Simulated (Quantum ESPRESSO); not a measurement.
## W under changes of volume

One of the cells (15.848 Å³/atom); the others are scaled copies at fixed shape and fractional positions:

```
W
1.0
    -1.58234    1.58234    1.58234
     1.58234   -1.58234    1.58234
     1.58234    1.58234   -1.58234
W
1
Direct
  0.00000 0.00000 0.00000
```

| Property | Result |
| --- | --- |
| Program | Quantum ESPRESSO 7.5 |
| Functional | AM05 |
| Potentials or basis | PseudoDojo 0.4.1 SR PBE standard |
| Cutoff | 1007 eV |
| Density cutoff | 4027 eV |
| k mesh | 12 × 12 × 12 |
| Occupations | fermi-dirac, width 0.05 eV |
| Spin | no spin polarisation |

```csv
volume (Å³/atom),energy over the lowest point (meV/atom),pressure (GPa)
14.897,?,?
15.214,12.99,10.0
15.531,0.00,3.0
15.848,0.27,-3.4
16.165,12.59,-9.3
16.482,35.92,-14.6
16.798,69.27,-19.4
```

Problem. What does the run at 14.897 Å³/atom give?

Solution. Energy over the lowest point 40.58 meV/atom; pressure 17.8 GPa.

Worked out: A Birch-Murnaghan fit of order 3 (a polynomial in V^(-2/3)) to the other rows has its minimum at 15.68 Å³/atom with B0 = V·E''(V) = 316 GPa and B' = 3.5. It gives 40.42 meV/atom at 14.897 Å³/atom, against the run's 40.58, and -dE/dV = 17.8 GPa, against 17.8.

Energies are extrapolated to zero smearing.

Caveats: the potentials were made for another functional, which shifts forces and pressure.
